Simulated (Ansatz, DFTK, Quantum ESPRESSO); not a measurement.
**One calculation of KI, 3 ways**

```xyz
2
Lattice="0.0000 3.5328 3.5328 3.5328 0.0000 3.5328 3.5328 3.5328 0.0000" Properties=species:S:1:pos:R:3 pbc="T T T"
I     3.5328    3.5328    3.5328
K     0.0000    0.0000    0.0000
```

Alike in all runs: task band structure; functional PBE; k mesh 7 × 7 × 7; occupations fermi-dirac, width 0.05 eV; no spin polarisation; no spin-orbit coupling. Pressure is positive in compression and, in plane waves, holds the error of the finite cutoff. Gaps are the smaller of the mesh's and the band path's.

```csv
program and potentials,plane-wave cutoff (eV),notes,band gap (eV),pressure (GPa)
"Ansatz, all-electron LAPW, scalar-relativistic",-,-,3.97,0.59
"Quantum ESPRESSO, PseudoDojo 0.4.1 SR PBE standard",1007,-,3.96,0.58
"DFTK, SPMS 1.0 (PBE)",816,-,3.96,0.58
```

The band gap spans 3.96 (DFTK, SPMS 1.0 (PBE)) to 3.97 eV (Ansatz, all-electron LAPW, scalar-relativistic), with all-electron results at 3.97. The pressure spans 0.58 (DFTK, SPMS 1.0 (PBE)) to 0.59 GPa (Ansatz, all-electron LAPW, scalar-relativistic), with all-electron results at 0.59. Spin-orbit coupling, left out here, moves the band edges of heavy atoms.

Differences between rows come from potentials, basis sets and numerical settings, since the functional is the same but for its coding. Runs on potential files found faulty are left out.
